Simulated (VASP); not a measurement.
# Bi (R-3m) in VASP: notebook, part 2 of 2

VASP 6.6.1.

### 3 Relaxation of cell and atoms, r2SCAN

This run uses another cell than the first one, of 36.67 Å³/atom, 1.046 times its volume.

INCAR

```
SYSTEM = Bi
PREC = Accurate
ENCUT = 600
EDIFF = 1E-7
ISMEAR = 1
SIGMA = 0.1
LREAL = .FALSE.
LASPH = .TRUE.
NELM = 80
ALGO = Normal
ISIF = 3
LWAVE = .FALSE.
LCHARG = .FALSE.
METAGGA = R2SCAN
LMIXTAU = .TRUE.
IBRION = 2
NSW = 90
EDIFFG = -0.005
```

KPOINTS

```
regular mesh
0
G
  12 12 12
  0 0 0
```

POSCAR

```
Bi                                      
1.0
    2.2658517892      1.3081901405      4.1242443290
   -2.2658517892      1.3081901405      4.1242443290
   -0.0000000000     -2.6163802809      4.1242443290
  Bi            
     2
Direct
     0.2317437770280087    0.2317437770280087    0.2317437770280087
     0.7682562229719916    0.7682562229719916    0.7682562229719916
```

Potentials or basis: VASP PAW PBE potentials, release 64 (Bi_d).

Run with:

```bash
$ cat potpaw_PBE.64/Bi_d/POTCAR > POTCAR
$ mpirun -np 1 vasp_std > vasp.out
```

OUTCAR:

```text
SYSTEM = Bi
   PREC = Accurate
   ENCUT = 600
   EDIFF = 1E-7
   ISMEAR = 1
   LREAL = .FALSE.
   LASPH = .TRUE.
   NELM = 80
   ISIF = 3
   METAGGA = R2SCAN
   IBRION = 2
   NSW = 90
   EDIFFG = -0.005

 ion  position               nearest neighbor table
   1  0.232  0.232  0.232-   2 3.07   2 3.07   2 3.07   2 3.63   2 3.63   2 3.63
   2  0.768  0.768  0.768-   1 3.07   1 3.07   1 3.07   1 3.63   1 3.63   1 3.63

  LATTYP: Found a trigonal (rhomboedric) cell.
 ALAT       =     4.8841413841
 COS(alpha) =     0.5695561183

  Lattice vectors:

 A1 = (   2.2658517892,   1.3081901405,   4.1242443290)
 A2 = (  -2.2658517892,   1.3081901405,   4.1242443290)
 A3 = (   0.0000000000,  -2.6163802809,   4.1242443290)

Analysis of symmetry for initial positions (statically):
=====================================================================
 Subroutine PRICEL returns:
 Original cell was already a primitive cell.

 Routine SETGRP: Setting up the symmetry group for a
 trigonal (rhombohedral) supercell.

 Subroutine GETGRP returns: Found 12 space group operations
 (whereof 12 operations were pure point group operations)
 out of a pool of 12 trial point group operations.

The static configuration has the point symmetry D_3d.

Analysis of symmetry for dynamics (positions and initial velocities):
=====================================================================
 Subroutine PRICEL returns:
 Original cell was already a primitive cell.

 Routine SETGRP: Setting up the symmetry group for a
 trigonal (rhombohedral) supercell.

 Subroutine GETGRP returns: Found 12 space group operations
 (whereof 12 operations were pure point group operations)
 out of a pool of 12 trial point group operations.

The dynamic configuration has the point symmetry D_3d.

 Subroutine INISYM returns: Found 12 space group operations
 (whereof 12 operations are pure point group operations),
 and found     1 'primitive' translations
[... 123 lines left out ...]
   IVDW    =     0    specifies the selected vdW correction
   LEPSILON=     F    determine dielectric tensor
   LRPA    =     F    only Hartree local field effects (RPA)
 conjugate gradient relaxation of ions
 non-spin polarized calculation
 Methfessel and Paxton  Order N= 1 SIGMA  =   0.10
  energy-cutoff  :      600.00
  volume of cell :       73.35
 maximum number of plane-waves:      2466
   NGX = 19   NGY = 19   NGZ = 19

--------------------------------------- Ionic step        1  -------------------------------------------

 number of electron      29.9999999 magnetization

 Free energy of the ion-electron system (eV)
  ---------------------------------------------------
  ext. energy  EPLUGINS =         0.00000000
  ---------------------------------------------------
  free energy    TOTEN  =      -117.00351907 eV

  energy without entropy =     -117.00369519  energy(sigma->0) =     -117.00357778

------------------------ aborting loop because EDIFF is reached ----------------------------------------

  FORCE on cell =-STRESS in cart. coord.  units (eV):
  Direction    XX          YY          ZZ          XY          YZ          ZX
  --------------------------------------------------------------------------------------
  -------------------------------------------------------------------------------------
  Total        0.0132896      0.0132896      0.0072553      0.0000000      0.0000000      0.0000000
  in kB        0.2902860      0.2902860      0.1584785      0.0000000      0.0000000      0.0000000
  external PRESSURE =       0.2463502 kB  Pullay stress =       0.0000000 kB
[... 131 lines left out ...]
--------------------------------------- Ionic step        5  -------------------------------------------

 number of electron      29.9999999 magnetization

 Free energy of the ion-electron system (eV)
  ---------------------------------------------------
  ext. energy  EPLUGINS =         0.00000000
  ---------------------------------------------------
  free energy    TOTEN  =      -117.00352251 eV

  energy without entropy =     -117.00369921  energy(sigma->0) =     -117.00358141

 E-fermi :   5.8211     XC(G=0):  -9.9691

 val. band max:        5.8157395480   @ k =   0.4167   0.0833   0.0833
 cond. band min:       5.8340395245   @ k =   0.4167   0.2500   0.2500
 fundamental gap:      0.0182999764
 Fermi energy:         5.8211426622

 k-point     1 :       0.0000    0.0000    0.0000
  band No.  band energies     occupation
      1     -17.7913      2.00000
      2     -17.7913      2.00000
      3     -17.6369      2.00000
      4     -17.6369      2.00000
      5     -17.6154      2.00000
      6     -17.4446      2.00000
[... 505 lines left out ...]
      6     -17.5313      2.00000
[... 11 lines left out ...]
     18       9.1121      0.00000
     19      12.8107      0.00000

 [... further k-points ...]

------------------------ aborting loop because EDIFF is reached ----------------------------------------

  FORCE on cell =-STRESS in cart. coord.  units (eV):
  Direction    XX          YY          ZZ          XY          YZ          ZX
  --------------------------------------------------------------------------------------
  -------------------------------------------------------------------------------------
  Total        0.0067029      0.0067029      0.0035047      0.0000000      0.0000000      0.0000000
  in kB        0.1463652      0.1463652      0.0765295      0.0000000      0.0000000      0.0000000
  external PRESSURE =       0.1230866 kB  Pullay stress =       0.0000000 kB
[... 17 lines left out ...]
  FREE ENERGIE OF THE ION-ELECTRON SYSTEM (eV)
  ---------------------------------------------------
  free  energy   TOTEN  =      -117.0035225067 eV

  energy  without entropy=     -117.0036992135  energy(sigma->0) =     -117.00358141

 reached required accuracy - stopping structural energy minimisation
```

OSZICAR:

```text
N       E                     dE             d eps       ncg     rms          rms(c)
DAV:   1     0.200832911037E+03    0.20083E+03   -0.18237E+04  7182   0.211E+03
DAV:   2    -0.975752786241E+02   -0.29841E+03   -0.29395E+03  7197   0.491E+02
DAV:   3    -0.122876910902E+03   -0.25302E+02   -0.24863E+02  8303   0.166E+02
[... 47 lines left out ...]
DAV:   3    -0.117003520443E+03    0.61723E-05   -0.28696E-05  9201   0.797E-02    0.142E-03
DAV:   4    -0.117003521542E+03   -0.10990E-05   -0.37052E-06  7191   0.157E-02    0.936E-04
DAV:   5    -0.117003522092E+03   -0.55035E-06   -0.18058E-07  5694   0.361E-03    0.758E-04
DAV:   6    -0.117003522376E+03   -0.28333E-06   -0.15359E-07  5347   0.512E-03    0.427E-04
DAV:   7    -0.117003522508E+03   -0.13254E-06   -0.65920E-08  3892   0.261E-03    0.824E-05
DAV:   8    -0.117003522507E+03    0.16621E-08   -0.10731E-08  3591   0.121E-03
   5 F= -.11700352E+03 E0= -.11700358E+03  d E =-.343318E-05
```

CONTCAR:

```text
Bi
   1.00000000000000
     2.2661349897767238    1.3083536464292231    4.1245257466085521
    -2.2661349897767238    1.3083536464292231    4.1245257466085521
     0.0000000000000000   -2.6167072927584272    4.1245257466085494
  Bi
     2
Direct
     0.2317376974745960    0.2317376974745960    0.2317376974745960
     0.7682623025254040    0.7682623025254040    0.7682623025254040

  0.00000000E+00  0.00000000E+00  0.00000000E+00
  0.00000000E+00  0.00000000E+00  0.00000000E+00
```

It took 58 min on 1 thread of Intel Xeon Platinum 8488C (Sapphire Rapids), shared host; peak memory 0.47 GiB.

What came out:

* Free energy: -117.0035 eV
* Relaxed volume: 36.69 Å³/atom
* Relaxed cell: a = 4.885 Å, b = 4.885 Å, c = 4.885 Å, α = 55.28°, β = 55.28°, γ = 55.28°
* Space group after relaxing (to 0.05 Å): R-3m (No. 166)
* Energy gained by relaxing: 0.0 meV/atom
* Ionic steps: 5
* Pressure after relaxing: 0.0 GPa
* Largest force after relaxing: 0.005 eV/Å
* Band gap on the k mesh: none (metal or under the smearing width)

Forces on the atoms (eV/Å):
```
Bi   0.000  0.000 -0.005
Bi   0.000  0.000  0.005
```

Final structure:
```xyz
2
Lattice="2.2661 1.3084 4.1245 -2.2661 1.3084 4.1245 0.0000 -2.6167 4.1245" Properties=species:S:1:pos:R:3 pbc="T T T"
Bi    0.0000    0.0000    2.8674
Bi    0.0000    0.0000    9.5062
```

Levels at points of the mesh, in eV from the Fermi level:
```tsv
k point	band 13	band 14	band 15	band 16	band 17	band 18
(0.00, 0.00, 0.00)	-1.75	-1.22	-1.22	2.34	2.91	2.91
(0.50, 0.00, 0.00)	-1.78	-1.45	-0.37	-0.08	0.65	1.33
(0.50, 0.50, 0.00)	-4.66	-3.12	-2.87	2.53	4.86	5.70
(0.50, 0.50, 0.50)	-0.76	-0.68	-0.68	0.97	0.97	0.99
```

Caveat: the PAW data sets were made with another functional, which shifts forces and pressure a little; spin-orbit coupling is left out, which moves the levels of the heavy elements.
